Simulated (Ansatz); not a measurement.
Consider the hydrogen abstraction from a C–H bond: `COC(C)=O` + `F[C](F)F`• → `[CH2]OC(C)=O`• + `FC(F)F`.

Isolated molecules relaxed with PBE0-D4/def2-TZVP in Ansatz; ΔE leaves out vibrations. CCSD(T)/CBS adds triple-zeta CCSD(T) − MP2 to the extrapolated MP2 energy (def2 sets, frozen cores). This one scheme is used for every species. Functionals use def2-TZVPP. No spin–orbit coupling; open shells (•) take unrestricted orbitals.

| level | ΔE (kcal/mol) | difference from CCSD(T)/CBS |
| --- | --- | --- |
| BLYP-D4 | -5.8 | 0.7 |
| PBE0-D4 | -5.5 | 1.0 |
| BHLYP-D4 | -6.3 | 0.2 |
| r2SCAN | -5.8 | 0.7 |
| LC-ωPBE | -5.2 | 1.3 |
| HF/def2-SVP | -5.9 | 0.6 |
| CCSD/def2-SVP | -5.3 | 1.2 |
| CCSD(T)/def2-SVP | -5.1 | 1.4 |
| CCSD/def2-TZVPP | -6.3 | 0.2 |
| MP2/CBS(def2) | -5.4 | 1.1 |
| CCSD(T)/CBS | -6.5 | 0 |

Largest T1 diagnostic among the species: 0.017.

At CCSD(T), def2-SVP lies +1.4 kcal/mol from the extrapolated value and def2-TZVPP +0.3 kcal/mol. Leaving LDA and LC-ωPBE aside and taking each functional with its dispersion term where it has one, the values, not all of them listed here, spread over 1.7 kcal/mol, from ωB97M-V to revPBE-D4. LDA lies −0.8 kcal/mol from PBE without D4.

CCSD(T)/CBS has its own doubt, a few kJ/mol and more with outer-core shells, so smaller differences from it don't rank the levels.
